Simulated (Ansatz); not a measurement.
# TiPbO3: reading a single point

```
Pb Ti O
1.0
     3.86305    0.00000    0.00000
     0.00000    3.86305    0.00000
     0.00000    0.00000    4.12858
Pb Ti O
1 1 3
Direct
  0.00000 0.00000 0.00000
  0.50000 0.50000 0.54100
  0.50000 0.50000 0.11480
  0.50000 0.00000 0.62080
  0.00000 0.50000 0.62080
```

Level: PBEsol, spin-orbit coupling; 420 eV; 7×7×6 Γ-centred mesh; cold occupations (width 0.2424 eV); Ansatz 0.2.0, fixed geometry.

The state carries no moments; the state need not be the lowest.

(1) Which atom feels the largest force, and which way?

(2) Is it stable against the elements?

(3) Which orbitals make up the band edges?

(4) How is the charge shared?

(5) Is the cell too large or too small?

(6) What is the band gap?

Origin: a database entry at a rescaled volume. Caveats: wide smearing; the SCF threshold is loose for a stress.

## Answers

(1) The largest is on O3: 0.26 eV/Å, components (0.00, 0.00, -0.26). It makes 180° with the line to a nearest neighbour, Ti2 at 1.76 Å, pointing away from it.

(2) -2.32 eV an atom against the elements' usual phases (free molecules for gases, crystals otherwise, with no correction for O₂ or N₂), so it is bound against them; other compounds may still compete. Relaxing would lower it.

(3) Within 0.7 eV of the edges, the states project mainly on O p (71 %) and Pb s (21 %) below the gap and on Ti d (88 %) above it.

(4) Bader charges in e: Ti +2.20, Pb +1.33, O -1.20 to -1.14. In the mean Ti gives up most and O takes most.

(5) The pressure is 3.2 GPa (compression positive), so with the atoms held at these fractions the cell would first expand.

(6) The gap is 1.61 eV, indirect (the least direct gap found is 2.08 eV).
